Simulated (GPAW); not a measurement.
**Si: relaxation of cell and atoms with PBEsol**

Crystal: Si.

```
CELL_PARAMETERS angstrom
0.00000 2.72185 2.72185
2.72185 0.00000 2.72185
2.72185 2.72185 0.00000
ATOMIC_POSITIONS crystal
Si 0.50000 0.50000 0.50000
Si 0.75000 0.75000 0.75000
```

* Program: GPAW 26.7.0
* Task: relaxation of cell and atoms
* Functional: PBEsol
* Potentials or basis: PAW data sets generated in the run's folder for this functional
* Cutoff: 600 eV
* Basis: pw
* k mesh: 8 × 8 × 8
* Occupations: fermi-dirac, width 0.05 eV
* Spin: no spin polarisation
* Maxiter: 150
* Optimizer: BFGS
* Fmax: 0.02 eV/Å
* Max steps: 60
* Convergence: density=1e-05 forces=0.0001

| Property | Result |
| --- | --- |
| Relaxed volume | 20.11 Å³/atom |
| Relaxed cell | a = 3.846 Å, b = 3.846 Å, c = 3.846 Å, α = 60.00°, β = 60.00°, γ = 60.00° |
| Space group after relaxing (to 0.05 Å) | Fd-3m (No. 227) |
| Energy gained by relaxing | 0.0 meV/atom |
| Ionic steps | 3 |
| Pressure after relaxing | 0.0 GPa |
| Band gap on the k mesh | 0.52 eV, indirect (least direct gap 2.52 eV) |

Final structure:
```xyz
2
Lattice="0.0000 2.7193 2.7193 2.7193 0.0000 2.7193 2.7193 2.7193 0.0000" Properties=species:S:1:pos:R:3 pbc="T T T"
Si    2.7193    2.7193    2.7193
Si    4.0789    4.0789    4.0789
```

Levels at points of the mesh, in eV from the valence-band top:
| k point | band 1 | band 2 | band 3 | band 4 | band 5 | band 6 | band 7 |
| --- | --- | --- | --- | --- | --- | --- | --- |
| (0.00, 0.00, 0.00) | -11.96 | 0.00 | 0.00 | 0.00 | 2.52 | 2.52 | 2.52 |
| (0.50, 0.50, 0.00) | -7.82 | -7.82 | -2.86 | -2.86 | 0.60 | 0.60 | 10.03 |
| (0.50, 0.50, 0.50) | -9.62 | -7.00 | -1.20 | -1.20 | 1.45 | 3.28 | 3.28 |

Run time: 54 s on 1 thread of Intel(R) Xeon(R) Processor @ 2.50GHz (Skylake/Cascade Lake), on a shared host, peak memory 0.16 GiB.

Caveat: later steps reuse the first step's grids. A k mesh can miss the band edges.
